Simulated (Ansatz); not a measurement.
# Ir (Fm-3m) in Ansatz: a series of runs

The runs below take Ir through single point, equation of state, with PBE.

All numbers are computed with Ansatz 0.2.0; they aren't measurements. Logs are shortened: lines on timing, memory, paths and dates and some standing lists are left out, and cuts for length are marked.

## Step 1: Starting point

It takes space group Fm-3m (No. 225, cubic). The conventional cell has a = 3.831 Å, b = 3.831 Å, c = 3.831 Å, α = 90.00°, β = 90.00°, γ = 90.00°. Around Ir (site symmetry m-3m) lie 12 Ir at 2.71 Å.

## Step 2: Single point, PBE, 13.22 Å³/atom (volume scaled by 0.94)

input.yaml

```yaml
crystal:
  lattice:
    - [0.0, 1.8764951499, 1.8764951499]
    - [1.8764951499, 0.0, 1.8764951499]
    - [1.8764951499, 1.8764951499, 0.0]
  atoms:
    - { symbol: Ir, position: [0.0, 0.0, 0.0] }
hamiltonian:
  xc: pbe
  pseudopotentials: { kind: nc, source: spms }
kpoints:
  mp_grid: { grid: [12, 12, 12] }
scf:
  occupations: { method: fermi_dirac, width: 0.05 }
output:
  forces: true
  stress: true
  eigenvalues: true
```

Potentials or basis: SPMS NC.

Started as:

```console
ansatz run input.yaml --threads 2 --pin off --max-ram 5632MiB --backend cpu --events-out ev --progress --plain --runs-dir out
```

Standard output:

```text
Warning: RAYON_NUM_THREADS=2 ignored (pool sized by the plan → 2); use --threads N
Engine: ansatz 0.2.0, aarch64-unknown-linux-gnu
Pseudopotentials: kind: nc
Pseudopotential: Ir, nc, valence charge 17, recommended cutoff 462.593566181796 eV (normal), Ir.nc.azcp
Functional definition: PBE
  parameter kappa = 0.804
  parameter beta = 0.06672455060314922
  exchange = pbe_x(kappa = kappa, mu = beta*pi^2/3)
  correlation = pbe_c(beta = beta)
Crystal: 1 atoms, lattice volume = 13.215 Å³
Basis set: ecut = 462.593566181796 eV, 307 PW (Γ), exchange–correlation on 40×40×40 points (8 copies of the dense FFT grid, shifted against one another)
Bands: 13, of which v1, the nominal top of the filled ones, is band 9 counted from 1 (8 counted from 0)
Symmetry: 48 space group operations
Space group: Fm-3m (ITA 225), of the structure as read, at distance tolerance 2.4e-5 Å
k-points: 72 of 1728
Non-local potential: Ir, projectors of the file, l = 0: 2, l = 1: 2, l = 2: 2, l = 3: 2
Initial density: superposition of atomic densities (chi_scale 0.1, normalization cell)
Initial wavefunctions: pseudopotential atomic-orbital guess
Functional: x = pbe(κ = 0.804, μ = 0.2195149727645171), c = pbe(β = 0.06672455060314922)
SCF iter   1: F=—  HF=-3064.585922 eV  |F-HF|=—  |Δ(HF+E_count)|=         —  Δρ=4.99e-2  dr2=2.03e-1  ethr=3.10e-3  ⟨swp⟩=5.2  Hψ=4489  notcnv=0
preconditioner: auto → none  [metal: Δε(μ)=0.013 eV  Ē_g=15.062 eV  σ=0.050 eV  W_gap=0.07  n_scr=0 (ndim 8)  ℏωp=30.6 eV  f_vac=0.000  D(μ)=0.47/eV (n_scr^D=0)]
SCF iter   2: F=—  HF=-3064.522086 eV  |F-HF|=—  |Δ(HF+E_count)|=   6.38e-2  Δρ=1.78e-2  dr2=8.29e-3  ethr=1.20e-3  ⟨swp⟩=2.8  Hψ=2135  notcnv=0  defer=5
SCF iter   3: F=—  HF=-3064.522732 eV  |F-HF|=—  |Δ(HF+E_count)|=   6.46e-4  Δρ=7.04e-3  dr2=1.23e-3  ethr=4.87e-5  ⟨swp⟩=1.0  Hψ=931  notcnv=0  defer=5
SCF iter   4: F=—  HF=-3064.522925 eV  |F-HF|=—  |Δ(HF+E_count)|=   1.92e-4  Δρ=1.54e-4  dr2=7.61e-7  ethr=7.24e-6  ⟨swp⟩=1.0  Hψ=931  notcnv=0  defer=5
SCF iter   5: F=—  HF=-3064.522900 eV  |F-HF|=—  |Δ(HF+E_count)|=   2.49e-5  Δρ=2.01e-5  dr2=1.27e-8  ethr=5.88e-10  ⟨swp⟩=5.2  Hψ=4244  notcnv=0
SCF iter   6: F=-3064.522900 eV  HF=-3064.522900 eV  |F-HF|=7.82e-11  |Δ(HF+E_count)|=   5.67e-9  Δρ=1.76e-6  dr2=6.69e-11  ethr=7.45e-11  ⟨swp⟩=2.0  Hψ=2866  notcnv=0
SCF 1 converged in 6 iterations: F = -3064.522900 eV  dr2 = 6.69e-11
SCF converged after 6 iterations
Free energy (F): -3064.522900 eV
Harris-Foulkes:  -3064.522900 eV  (|F-HF|=7.82e-11)
Internal energy: -3064.518724 eV  (E = F + TS)
E sigma→0 (E₀):  -3064.520812 eV
Entropy (-TS):   -0.004176 eV (-4.176 meV/atom)
Fermi energy:    28.684019 eV
--- Per-component energies (eV) ---
  E_band       = -40.709818
  E_kinetic    = 832.338977
  E_local      = -472.505663  (includes V_loc(G=0)·N_el)
  E_nonlocal   = -681.320552
  E_hartree    = 348.945175
  E_xc         = -550.018017
  E_vxc        = -417.112995  (∫ρ·V_xc dr)
  E_ewald      = -2541.958643
  E_smearing   = -0.004176  (= −TS)
  E_closure    = -0.000000  (closes the sum)
  Σ components = -3064.522900   (vs F -3064.522900, Δ=0.00e0)
--- Forces (eV/Å), atoms counted from 1 ---
  atom   1  Ir     0.00000000     0.00000000     0.00000000
  max |Σ_I F_I| component: 5.26e-31 eV/Å
--- Stress (GPa, compression-positive) ---
       39.490645       0.000000      -0.000000
        0.000000      39.490645      -0.000000
        0.000000      -0.000000      39.490645
  P = ⅓ Tr σ = 39.4906 GPa (394.906 kbar)
--- Band table (eV; the first three rows and the last of 72) ---
  k-point 0: bands = ["-64.5844", "-20.9165", "-20.9165", "-20.9165", "16.7839", "24.3348", "24.3348", "24.3348", "27.3284", "27.3284", "42.0423", "47.9587", "47.9587"]
  k-point 1: bands = ["-64.5784", "-20.9867", "-20.9259", "-20.9259", "17.1163", "24.1526", "24.4763", "24.4763", "27.2322", "27.2322", "42.6331", "46.6780", "48.5333"]
  k-point 2: bands = ["-64.5620", "-21.1759", "-20.9516", "-20.9516", "18.0178", "23.7945", "24.7639", "24.7639", "27.1334", "27.1334", "43.8380", "44.7840", "50.1574"]
  k-point 71: bands = ["-64.4644", "-21.5765", "-21.5765", "-21.2960", "21.7080", "23.2664", "23.2664", "26.5994", "30.3308", "37.4150", "38.1845", "38.1845", "42.7142"]
```

Wall time 0.45 s (2 threads of Arm Neoverse V2, shared host); peak memory 0.23 GiB.

Results:

| Property | Result |
| --- | --- |
| Free energy | -3064.5229 eV |
| Pressure | 39.5 GPa |
| Band gap on the k mesh | none (metal or under the smearing width) |

## Step 3: Single point, PBE, 13.50 Å³/atom (volume scaled by 0.96)

input.yaml

```yaml
crystal:
  lattice:
    - [0.0, 1.8897103398, 1.8897103398]
    - [1.8897103398, 0.0, 1.8897103398]
    - [1.8897103398, 1.8897103398, 0.0]
  atoms:
    - { symbol: Ir, position: [0.0, 0.0, 0.0] }
hamiltonian:
  xc: pbe
  pseudopotentials: { kind: nc, source: spms }
kpoints:
  mp_grid: { grid: [12, 12, 12] }
scf:
  occupations: { method: fermi_dirac, width: 0.05 }
output:
  forces: true
  stress: true
  eigenvalues: true
  write_density: true
  write_potential: true
  elf: true
  volumetric_format: npy
```

Potentials or basis: SPMS NC.

Started as:

```console
ansatz run input.yaml --threads 2 --pin off --max-ram 5632MiB --backend cpu --events-out ev --progress --plain --runs-dir out
```

It took 0.65 s on 2 threads of Arm Neoverse V2, shared host; peak memory 0.23 GiB.

Results (log left out):

```yaml
Free_energy: -3064.5826 eV
Pressure: 28.7 GPa
Band_gap_on_the_k_mesh: none (metal or under the smearing width)
```

## Step 4: Single point, PBE, 13.78 Å³/atom (volume scaled by 0.98)

input.yaml

```yaml
crystal:
  lattice:
    - [0.0, 1.9027432368, 1.9027432368]
    - [1.9027432368, 0.0, 1.9027432368]
    - [1.9027432368, 1.9027432368, 0.0]
  atoms:
    - { symbol: Ir, position: [0.0, 0.0, 0.0] }
hamiltonian:
  xc: pbe
  pseudopotentials: { kind: nc, source: spms }
kpoints:
  mp_grid: { grid: [12, 12, 12] }
scf:
  occupations: { method: fermi_dirac, width: 0.05 }
output:
  forces: true
  stress: true
  eigenvalues: true
```

Started as:

```console
ansatz run input.yaml --threads 2 --pin off --max-ram 5632MiB --backend cpu --events-out ev --progress --plain --runs-dir out
```

Wall time 0.46 s (2 threads of Arm Neoverse V2, shared host); peak memory 0.22 GiB.

Results (log left out):

| Quantity | Value |
| --- | --- |
| Free energy | -3064.6244 eV |
| Pressure | 19.1 GPa |
| Band gap on the k mesh | none (metal or under the smearing width) |

## Step 5: Single point, PBE, 14.06 Å³/atom

Edit input.yaml of step 4 so:

```diff
@@ -2,5 +2,5 @@
   lattice:
-    - [0.0, 1.9027432368, 1.9027432368]
-    - [1.9027432368, 0.0, 1.9027432368]
-    - [1.9027432368, 1.9027432368, 0.0]
+    - [0.0, 1.9156, 1.9156]
+    - [1.9156, 0.0, 1.9156]
+    - [1.9156, 1.9156, 0.0]
   atoms:
```

Started as:

```console
ansatz run input.yaml --threads 2 --pin off --max-ram 5632MiB --backend cpu --events-out ev --progress --plain --runs-dir out
```

Run time: 0.47 s. Hardware: 2 threads of Arm Neoverse V2, shared host; peak memory 0.23 GiB.

Results (log left out):

```
Free energy            : -3064.6503 eV
Pressure               : 10.6 GPa
Band gap on the k mesh : none (metal or under the smearing width)
```

## Step 6: Single point, PBE, 14.34 Å³/atom (volume scaled by 1.02)

Edit input.yaml of step 5 so:

```diff
@@ -2,5 +2,5 @@
   lattice:
-    - [0.0, 1.9156, 1.9156]
-    - [1.9156, 0.0, 1.9156]
-    - [1.9156, 1.9156, 0.0]
+    - [0.0, 1.9282864624, 1.9282864624]
+    - [1.9282864624, 0.0, 1.9282864624]
+    - [1.9282864624, 1.9282864624, 0.0]
   atoms:
```

Potentials or basis: SPMS NC.

Started as:

```console
ansatz run input.yaml --threads 2 --pin off --max-ram 5632MiB --backend cpu --events-out ev --progress --plain --runs-dir out
```

It took 0.45 s on 2 threads of Arm Neoverse V2, shared host; peak memory 0.23 GiB.

Results (log left out):

| Property | Result |
| --- | --- |
| Free energy | -3064.6621 eV |
| Pressure | 3.0 GPa |
| Band gap on the k mesh | none (metal or under the smearing width) |

## Step 7: Single point, PBE, 14.62 Å³/atom (volume scaled by 1.04)

input.yaml

```yaml
crystal:
  lattice:
    - [0.0, 1.940808154, 1.940808154]
    - [1.940808154, 0.0, 1.940808154]
    - [1.940808154, 1.940808154, 0.0]
  atoms:
    - { symbol: Ir, position: [0.0, 0.0, 0.0] }
hamiltonian:
  xc: pbe
  pseudopotentials: { kind: nc, source: spms }
kpoints:
  mp_grid: { grid: [12, 12, 12] }
scf:
  occupations: { method: fermi_dirac, width: 0.05 }
output:
  forces: true
  stress: true
  eigenvalues: true
  write_density: true
  write_potential: true
  elf: true
  volumetric_format: npy
```

Started as:

```console
ansatz run input.yaml --threads 2 --pin off --max-ram 5632MiB --backend cpu --events-out ev --progress --plain --runs-dir out
```

It took 0.61 s on 2 threads of Arm Neoverse V2, shared host; peak memory 0.23 GiB.

The run converged. Its results:

```yaml
Free_energy: -3064.6613 eV
Pressure: -3.7 GPa
Band_gap_on_the_k_mesh: none (metal or under the smearing width)
```

## Step 8: Single point, PBE, 14.90 Å³/atom (volume scaled by 1.06)

input.yaml

```yaml
crystal:
  lattice:
    - [0.0, 1.9531703226, 1.9531703226]
    - [1.9531703226, 0.0, 1.9531703226]
    - [1.9531703226, 1.9531703226, 0.0]
  atoms:
    - { symbol: Ir, position: [0.0, 0.0, 0.0] }
hamiltonian:
  xc: pbe
  pseudopotentials: { kind: nc, source: spms }
kpoints:
  mp_grid: { grid: [12, 12, 12] }
scf:
  occupations: { method: fermi_dirac, width: 0.05 }
output:
  forces: true
  stress: true
  eigenvalues: true
```

Started as:

```console
ansatz run input.yaml --threads 2 --pin off --max-ram 5632MiB --backend cpu --events-out ev --progress --plain --runs-dir out
```

It took 0.46 s on 2 threads of Arm Neoverse V2, shared host; peak memory 0.23 GiB.

Results (log left out):

| Quantity | Value |
| --- | --- |
| Free energy | -3064.6493 eV |
| Pressure | -9.7 GPa |
| Band gap on the k mesh | none (metal or under the smearing width) |

## Step 9: Equation of state, PBE

Potentials or basis: SPMS NC.

This step only gathers the single runs of the series.

What came out:

| Item | Value |
| --- | --- |
| Equilibrium volume | 14.46 Å³/atom |
| Bulk modulus | 350 GPa |
| Pressure derivative of the bulk modulus | 5.0 |

Energy against volume, from the lowest point:
| volume (Å³/atom) | energy (meV/atom) |
| --- | --- |
| 13.215 | 139.16 |
| 13.496 | 79.50 |
| 13.778 | 37.70 |
| 14.059 | 11.78 |
| 14.340 | 0.00 |
| 14.621 | 0.78 |
| 14.902 | 12.72 |

Spin-orbit coupling is left out, which matters for the levels of Ir. Zero-point motion and thermal expansion aren't in these numbers.
